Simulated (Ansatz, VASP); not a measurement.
BeS: VASP beside Ansatz

```xyz
2
Lattice="0.0000 2.4250 2.4250 2.4250 0.0000 2.4250 2.4250 2.4250 0.0000" Properties=species:S:1:pos:R:3 pbc="T T T"
S     3.6375    3.6375    3.6375
Be    0.0000    0.0000    0.0000
```

Alike in both runs: task relaxation of cell and atoms; functional PBE; k mesh 9 × 9 × 9; occupations fermi-dirac, width 0.05 eV; no spin polarisation.

|  | VASP | Ansatz |
| --- | --- | --- |
| version | VASP 6.6.1 | Ansatz 0.2.0 |
| potentials or method | VASP PAW PBE potentials, release 64 (S_GW, Be_sv_GW) | Ansatz PAW |
| plane-wave cutoff (eV) | 900 | 420 |
| valence electrons in the cell | 10 | 8 |

```csv
,VASP,Ansatz,Ansatz less VASP
"gap on the k mesh at the Fermi level, each at its own relaxed structure (eV)",3.23,3.24,+0.005
relaxed volume (Å³/atom),14.47,14.49,+0.019
relaxed cell length with the largest relative difference (Å),3.446,3.448,+0.0015
energy change over the relaxation (meV/atom),-1,-1,-0.2
```

The two sets of potentials don't hold the same shells in valence.

Caveats: an odd mesh through Γ misses points on the zone boundary, where band edges often lie (VASP); odd divisions of the mesh miss points on the zone boundary, where band edges often lie, so the gap on the mesh can be too wide (Ansatz); the plane-wave basis is chosen anew once the cell has moved, so the energies of steps on either side of that aren't comparable (Ansatz). PBE usually gives volumes a little too large and moduli too small.
